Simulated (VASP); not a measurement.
# Al (P6_3/mmc) in VASP: single point with r2SCAN

Aim: the single point of Al with r2SCAN.

All numbers are computed with VASP 6.6.1; they aren't measurements. Logs are shortened: lines on timing, memory, paths and dates and some standing lists are left out, and cuts for length are marked.

### Step 1. The crystal as given

It takes space group P6_3/mmc (No. 194, hexagonal). The conventional cell has a = 2.753 Å, b = 2.753 Å, c = 4.314 Å, α = 90.00°, β = 90.00°, γ = 120.00°. Al (site symmetry -6m2) is surrounded by 12 Al at 2.68 to 2.75 Å.

The cell was built by a generator and needn't be a form met in nature.

### Step 2. Single point, r2SCAN

File POSCAR:

```
Al
1.0
    1.3765970000      2.3843310000      0.0000000000
   -1.3765970000      2.3843310000      0.0000000000
    0.0000000000      0.0000000000      4.3144930000
Al
2
Direct
    0.3333300000      0.3333400000      0.2500000000
    0.6666600000      0.6666700000      0.7500000000
```

File INCAR.step1:

```
ALGO = Normal
EDIFF = 1E-4
ENCUT = 520
GGA = PE
ISMEAR = 1
LASPH = T
LCHARG = F
LREAL = F
LWAVE = T
NBANDS = 10
NELM = 60
PREC = Accurate
SIGMA = 0.167
```

File INCAR.step2:

```
ALGO = Normal
EDIFF = 1E-6
ENCUT = 520
ISIF = 2
ISMEAR = 1
ISTART = 1
LASPH = T
LCHARG = F
LMIXTAU = T
LREAL = F
LWAVE = F
METAGGA = R2SCAN
NBANDS = 10
NELM = 60
PREC = Accurate
SIGMA = 0.167
```

File KPOINTS:

```
k-points
0
Gamma
  14 14 8
```

Potentials or basis: VASP PAW PBE potentials, release 64 (Al).

The run is started by

```sh
$ cat potpaw_PBE.64/Al/POTCAR > POTCAR
$ cp INCAR.step1 INCAR
$ mpirun -np 1 vasp_std > vasp.out
$ cp INCAR.step2 INCAR
$ mpirun -np 1 vasp_std > vasp.out
```

OUTCAR:

```text
EDIFF = 1E-6
   ENCUT = 520
   ISIF = 2
   ISMEAR = 1
   ISTART = 1
   LASPH = T
   LREAL = F
   METAGGA = R2SCAN
   NELM = 60
   PREC = Accurate

 ion  position               nearest neighbor table
   1  0.333  0.333  0.250-   2 2.68   2 2.68   2 2.68   2 2.68   2 2.68   2 2.68
   2  0.667  0.667  0.750-   1 2.68   1 2.68   1 2.68   1 2.68   1 2.68   1 2.68

  LATTYP: Found a hexagonal cell.
 ALAT       =     2.7531897170
 C/A-ratio  =     1.5670888836

  Lattice vectors:

 A1 = (   1.3765970000,  -2.3843310000,   0.0000000000)
 A2 = (   1.3765970000,   2.3843310000,   0.0000000000)
 A3 = (   0.0000000000,   0.0000000000,   4.3144930000)

Analysis of symmetry for initial positions (statically):
=====================================================================
 Subroutine PRICEL returns:
 Original cell was already a primitive cell.

 Routine SETGRP: Setting up the symmetry group for a
 hexagonal supercell.

 Subroutine GETGRP returns: Found  8 space group operations
 (whereof  2 operations were pure point group operations)
 out of a pool of 24 trial point group operations.

The static configuration has the point symmetry C_2 .
 The point group associated with its full space group is D_2h.

Analysis of symmetry for dynamics (positions and initial velocities):
=====================================================================
 Subroutine PRICEL returns:
 Original cell was already a primitive cell.

 Routine SETGRP: Setting up the symmetry group for a
 hexagonal supercell.

 Subroutine GETGRP returns: Found  8 space group operations
 (whereof  2 operations were pure point group operations)
 out of a pool of 24 trial point group operations.

The dynamic configuration has the point symmetry C_2 .
 The point group associated with its full space group is D_2h.

 Subroutine INISYM returns: Found  8 space group operations
 (whereof  2 operations are pure point group operations),
 and found     1 'primitive' translations

----------------------------------------------------------------------------------------

                                     Primitive cell

  volume of cell :      28.3226

  direct lattice vectors                    reciprocal lattice vectors
     1.376597000  2.384331000  0.000000000     0.363214506  0.209702428  0.000000000
    -1.376597000  2.384331000  0.000000000    -0.363214506  0.209702428  0.000000000
     0.000000000  0.000000000  4.314493000     0.000000000  0.000000000  0.231776943

  length of vectors
     2.753189717  2.753189717  4.314493000     0.419404204  0.419404204  0.231776943

  position of ions in fractional coordinates (direct lattice)
     0.333330000  0.333340000  0.250000000
     0.666660000  0.666670000  0.750000000

  ion indices of the primitive-cell ions
   primitive index   ion index
                 1           1
                 2           2

----------------------------------------------------------------------------------------

 KPOINTS: k-points

Automatic generation of k-mesh.
 Grid dimensions read from file:
 generate k-points for:   14   14    8

 Generating k-lattice:

  Cartesian coordinates                     Fractional coordinates (reciprocal lattice)
     0.025943893  0.014978745  0.000000000     0.071428571  0.000000000  0.000000000
    -0.025943893  0.014978745  0.000000000     0.000000000  0.071428571  0.000000000
     0.000000000  0.000000000  0.028972118     0.000000000  0.000000000  0.125000000

  Length of vectors
     0.029957443  0.029957443  0.028972118

  Shift w.r.t. Gamma in fractional coordinates (k-lattice)
     0.000000000  0.000000000  0.000000000

 Subroutine IBZKPT returns following result:
 ===========================================

 Found    285 irreducible k-points:

 Following reciprocal coordinates:
            Coordinates               Weight
  0.000000  0.000000  0.000000      1.000000
  0.071429  0.000000  0.000000      4.000000
  0.071429  0.071429  0.000000      2.000000
  0.142857  0.000000  0.000000      4.000000
  0.142857  0.142857  0.000000      2.000000
  0.214286  0.000000  0.000000      4.000000
[... 16 lines left out ...]
 -0.071429  0.214286  0.000000      4.000000
  0.357143  0.071429  0.000000      4.000000
 [... further k-points ...]
   k-points           NKPTS =    285   k-points in BZ     NKDIM =    285   number of bands    NBANDS=     10
   number of dos      NEDOS =    301   number of ions     NIONS =      2
   total plane-waves  NPLWV =  12800
   dimension x,y,z NGX =    20 NGY =   20 NGZ =   32
   dimension x,y,z NGXF=    40 NGYF=   40 NGZF=   64
   ions per type =               2
   NGX,Y,Z   is equivalent  to a cutoff of  12.08, 12.08, 12.33 a.u.
   NGXF,Y,Z  is equivalent  to a cutoff of  24.15, 24.15, 24.66 a.u.
 SYSTEM =  unknown system
   PREC   = accura    normal or accurate (medium, high low for compatibility)
   ISTART =      1    job   : 0-new  1-cont  2-samecut
   ICHARG =      0    charge: 1-file 2-atom 10-const
   ISPIN  =      1    spin polarized calculation?
   LNONCOLLINEAR =      F non collinear calculations
   LSORBIT =      F    spin-orbit coupling
   LASPH  =      T    aspherical Exc in radial PAW
   ENCUT  =  520.0 eV  38.22 Ry    6.18 a.u.   5.12  5.12  8.02*2*pi/ulx,y,z
   NELM   =     60;   NELMIN=  2; NELMDL=  0     # of ELM steps
   EDIFF  = 0.1E-05   stopping-criterion for ELM
   LREAL  =      F    real-space projection
   EDIFFG = 0.1E-04   stopping-criterion for IOM
   NSW    =      0    number of steps for IOM
   IBRION =     -1    ionic relax: 0-MD 1-quasi-New 2-CG
   NFREE  =      0    steps in history (QN), initial steepest desc. (CG)
   ISIF   =      2    stress and relaxation
   ISYM   =      2    0-nonsym 1-usesym 2-fastsym
   POTIM  = 0.5000    time-step for ionic-motion
   TEBEG  =    0.0;   TEEND  =   0.0 temperature during run
   PSTRESS=    0.0 pullay stress
   NELECT =       6.0000    total number of electrons
   NUPDOWN=      -1.0000    fix difference up-down
   EMIN   =  10.00;   EMAX   =-10.00  energy-range for DOS
   EFERMI =   0.00;   METHOD = LEGACY
   ISMEAR =     1;   SIGMA  =   0.17  broadening in eV -4-tet -1-fermi 0-gaus
   EFERMI_NEDOS =   21; number of points for ismear=-14 and -15
   IALGO  =     38    algorithm
   IMIX   =      4    mixing-type and parameters
     AMIX     =   0.40;   BMIX     =  1.00
     AMIX_MAG =   1.60;   BMIX_MAG =  1.00
  volume/ion in A,a.u.               =      14.16        95.57
  Fermi-wavevector in a.u.,A,eV,Ry     =   0.975920  1.844221 12.958458  0.952420
  Thomas-Fermi vector in A             =   2.106498
   LORBIT       =      0    0 simple, 1 ext, 2 COOP (PROOUT), +10 PAW based schemes
   METAGGA = R2SCAN    functional components
   LHFCALC =     F    Hartree Fock is set to
   AEXX    =    0.0000 exact exchange contribution
   IVDW    =     0    specifies the selected vdW correction
   LEPSILON=     F    determine dielectric tensor
   LRPA    =     F    only Hartree local field effects (RPA)
 non-spin polarized calculation
 Methfessel and Paxton  Order N= 1 SIGMA  =   0.17
  energy-cutoff  :      520.00
  volume of cell :       28.32
 maximum number of plane-waves:       780
   NGX = 11   NGY = 11   NGZ = 17

 number of electron       6.0000000 magnetization

 Free energy of the ion-electron system (eV)
  ---------------------------------------------------
  ext. energy  EPLUGINS =         0.00000000
  ---------------------------------------------------
  free energy    TOTEN  =       -13.24018817 eV

  energy without entropy =      -13.23960971  energy(sigma->0) =      -13.23999535

 E-fermi :   9.7504     XC(G=0): -11.4893

 val. band max:        9.7396126217   @ k =   0.3571   0.4286   0.3750
 cond. band min:       9.7511817148   @ k =  -0.0714   0.0714   0.2500
 fundamental gap:      0.0115690931
 Fermi energy:         9.7504144645

 k-point     1 :       0.0000    0.0000    0.0000
  band No.  band energies     occupation
      1      -3.2684      2.00000
      2       4.3607      2.00000
      3       5.5043      2.00000
      4      21.6205      0.00000
      5      21.6206      0.00000
      6      21.6434      0.00000
      7      21.6435      0.00000
      8      23.6767      0.00000
      9      25.7408      0.00000
     10      27.3368      0.00000

 k-point     2 :       0.0714    0.0000    0.0000
  band No.  band energies     occupation
      1      -3.1278      2.00000
      2       4.4894      2.00000
      3       5.6359      2.00000
      4      19.0259      0.00000
      5      20.1205      0.00000
      6      21.4839      0.00000
      7      23.3464      0.00000
      8      24.8760      0.00000
      9      25.6301      0.00000
     10      26.6918      0.00000

 k-point     3 :       0.0714    0.0714    0.0000
  band No.  band energies     occupation
      1      -3.1278      2.00000
      2       4.4894      2.00000
      3       5.6359      2.00000
      4      19.0260      0.00000
      5      20.1204      0.00000
      6      21.4839      0.00000
      7      23.3463      0.00000
      8      24.8761      0.00000
      9      25.6301      0.00000
     10      26.7367      0.00000

 k-point     4 :       0.1429    0.0000    0.0000
  band No.  band energies     occupation
      1      -2.7072      2.00000
      2       4.8758      2.00000
      3       6.0253      2.00000
      4      16.0277      0.00000
      5      18.8379      0.00000
      6      20.1420      0.00000
      7      22.8193      0.00000
      8      24.2863      0.00000
      9      25.0403      0.00000
     10      25.4299      0.00000
[... 222 lines left out ...]
 k-point    22 :       0.2143    0.2857    0.0000
  band No.  band energies     occupation
      1      -1.4538      2.00000
      2       6.0359      2.00000
      3       7.1131      2.00000
      4      11.9337     -0.00000
      5      15.3380      0.00000
      6      18.6937      0.00000
      7      19.4774      0.00000
      8      22.0998      0.00000
      9      22.3682      0.00000
     10      23.5523      0.00000

 k-point    23 :      -0.0714    0.2143    0.0000
  band No.  band energies     occupation
      1      -1.4538      2.00000
      2       6.0359      2.00000
      3       7.1131      2.00000
      4      11.9336     -0.00000
      5      15.3380      0.00000
      6      18.6937      0.00000
      7      19.4774      0.00000
      8      22.0998      0.00000
      9      22.3682      0.00000
     10      23.5523      0.00000

 k-point    24 :       0.3571    0.0714    0.0000
  band No.  band energies     occupation
      1      -0.3505      2.00000
      2       7.0676      2.00000
      3       7.6841      2.00000
      4       9.8049      0.47925
      5      14.4643      0.00000
      6      16.1528      0.00000
      7      17.6342      0.00000
      8      21.1084      0.00000
      9      21.5563      0.00000
     10      22.9974      0.00000

 [... further k-points ...]

------------------------ aborting loop because EDIFF is reached ----------------------------------------

  FORCE on cell =-STRESS in cart. coord.  units (eV):
  Direction    XX          YY          ZZ          XY          YZ          ZX
  --------------------------------------------------------------------------------------
  -------------------------------------------------------------------------------------
  Total        2.1027578      2.1028369      3.1569635      0.0000000     -0.0000000      0.0000000
  in kB      118.9506206    118.9550913    178.5858386      0.0000000     -0.0000000      0.0000000
  external PRESSURE =     138.8305168 kB  Pullay stress =       0.0000000 kB

 VOLUME and BASIS-vectors are now :
 -----------------------------------------------------------------------------
  energy-cutoff  :      520.00
  volume of cell :       28.32
      direct lattice vectors                 reciprocal lattice vectors
     1.376597000  2.384331000  0.000000000     0.363214506  0.209702428  0.000000000
    -1.376597000  2.384331000  0.000000000    -0.363214506  0.209702428  0.000000000
     0.000000000  0.000000000  4.314493000     0.000000000  0.000000000  0.231776943

 POSITION                                       TOTAL-FORCE (eV/Angst)
 -----------------------------------------------------------------------------------
     -0.00001      1.58956      1.07862         0.000000     -0.000043      0.000000
     -0.00001      3.17910      3.23587         0.000000      0.000043     -0.000000
 -----------------------------------------------------------------------------------
    total drift:                               -0.000001     -0.000000      0.000000

  FREE ENERGIE OF THE ION-ELECTRON SYSTEM (eV)
  ---------------------------------------------------
  free  energy   TOTEN  =       -13.2401881708 eV

  energy  without entropy=      -13.2396097118  energy(sigma->0) =      -13.23999535
```

Wall time 72 s (1 thread of Intel Xeon 6975P-C (Granite Rapids), shared host); peak memory 0.18 GiB.

Results:

```yaml
Free_energy: -13.2402 eV
Pressure: 13.9 GPa
Band_gap_on_the_k_mesh: none (metal or under the smearing width)
```

Levels at points of the mesh, in eV from the Fermi level:
| k point | band 1 | band 2 | band 3 | band 4 | band 5 | band 6 | band 7 | band 8 |
| --- | --- | --- | --- | --- | --- | --- | --- | --- |
| (0.00, 0.00, 0.00) | -13.02 | -5.39 | -4.25 | 11.87 | 11.87 | 11.89 | 11.89 | 13.93 |
| (0.50, 0.00, 0.00) | -6.36 | -6.29 | 0.63 | 1.29 | 2.01 | 2.48 | 6.18 | 8.90 |
| (0.50, 0.50, 0.00) | -6.36 | -6.29 | 0.63 | 1.29 | 2.01 | 2.48 | 6.18 | 8.90 |
| (0.00, 0.00, 0.50) | -10.93 | -10.93 | 4.85 | 4.85 | 12.86 | 12.86 | 12.86 | 12.86 |
| (0.50, 0.00, 0.50) | -4.86 | -4.86 | -3.67 | -3.67 | 7.91 | 7.91 | 8.30 | 8.30 |
| (0.50, 0.50, 0.50) | -4.86 | -4.86 | -3.67 | -3.67 | 7.91 | 7.91 | 8.30 | 8.30 |

Caveat: the PAW data sets were made with another functional, which shifts forces and pressure a little.
